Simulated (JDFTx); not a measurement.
## Si2W under changes of volume

One of the cells (13.479 Å³/atom); the others are scaled copies at fixed shape and fractional positions:

```
W Si
1.0
    -1.60690    1.60690    3.91495
     1.60690   -1.60690    3.91495
     1.60690    1.60690   -3.91495
W Si
1 2
Direct
  0.00000 0.00000 0.00000
  0.66530 0.66530 0.00000
  0.33470 0.33470 0.00000
```

```yaml
Program: JDFTx 1.7.0 (patched build)
Functional: PBEsol
Potentials_or_basis: PseudoDojo-SR-PBEsol-0.4.1-standard with smoothed tails
Cutoff: 1007 eV
Density_cutoff: 8055 eV
k_mesh: 12 × 12 × 12
Occupations: fermi-dirac, width 0.05 eV
Spin: no spin polarisation
```

```tsv
volume (Å³/atom)	energy over the lowest point (meV/atom)	pressure (GPa)	largest force (eV/Å)
12.670	28.56	14.1	0.200
12.939	?	?	?
13.209	0.70	2.8	0.079
13.479	0.00	-2.0	0.024
13.748	6.93	-6.2	0.027
14.018	20.70	-10.1	0.075
14.287	40.61	-13.5	0.121
```

Q: What does the run at 12.939 Å³/atom give?

A: Energy over the lowest point 9.89 meV/atom; pressure 8.1 GPa; largest force 0.137 eV/Å.

Worked out: A Birch-Murnaghan fit of order 3 (a polynomial in V^(-2/3)) to the other rows has its minimum at 13.37 Å³/atom with B0 = V·E''(V) = 235 GPa and B' = 4.3 at fixed shape and positions, which overstates the stiffness. It gives 9.93 meV/atom at 12.939 Å³/atom, against the run's 9.89, and -dE/dV = 8.2 GPa, against 8.1.

Energies are extrapolated to zero smearing.
